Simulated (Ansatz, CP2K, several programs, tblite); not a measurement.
Energy against volume for PbO, CsCl type, at fixed shape and fractional coordinates, computed by several methods (PBE and r2SCAN, where shown, with plane waves in Ansatz); the cell shown is that of r2SCAN. The symmetry is Pm-3m (No. 221, cubic); conventional cell a = 3.179 Å, 16.07 Å³ an atom. Pb has 8 O at 2.75 Å; O has 8 Pb at 2.75 Å. The calculation is spin-unpolarised, and the structure need not be a phase that has been made. Energies count from each curve's lowest point; fits are third-order Birch-Murnaghan.

```yaml
crystal:
  lattice:
    - [3.17937, 0.00000, 0.00000]
    - [0.00000, 3.17937, 0.00000]
    - [0.00000, 0.00000, 3.17937]
  atoms:
    - { symbol: Pb, position: [0.00000, 0.00000, 0.00000] }
    - { symbol: O, position: [0.50000, 0.50000, 0.50000] }
```

PBE, on the shape of its own relaxed cell:
```tsv
V (Å³/atom)	E (meV/atom)
15.616	19.15
16.114	4.39
16.613	0.00
17.111	4.30
17.610	15.82
```
V₀ = 16.60 Å³ an atom and B₀ = 93 GPa.

GFN2-xTB (tblite), on the shape of the cell shown, as a cluster of 54 atoms at the zone centre:
```tsv
V (Å³/atom)	E (meV/atom)
14.141	87.10
15.105	17.91
16.069	0.00
17.033	18.15
17.997	65.50
```
V₀ = 16.02 Å³ an atom and B₀ = 104 GPa.

PBE/SZV (CP2K), on the shape of the cell shown:
```csv
V (Å³/atom),E (meV/atom)
14.141,295.03
15.105,139.59
16.069,49.52
17.033,7.19
17.997,0.00
```
V₀ = 17.74 Å³ an atom and B₀ = 85 GPa. The lowest point lies at an end of the range, so the fit is barely bracketed.

GFN1-xTB (tblite), on the shape of the cell shown, as a cluster of 54 atoms at the zone centre:
```csv
V (Å³/atom),E (meV/atom)
14.141,64.16
15.105,0.00
16.069,4.70
17.033,56.55
17.997,139.36
```
V₀ = 15.49 Å³ an atom and B₀ = 156 GPa.

r2SCAN, on the shape of its own relaxed cell:
```csv
V (Å³/atom),E (meV/atom)
15.105,21.52
15.587,5.01
16.069,0.00
16.551,4.67
17.033,17.49
```
V₀ = 16.06 Å³ an atom and B₀ = 107 GPa.
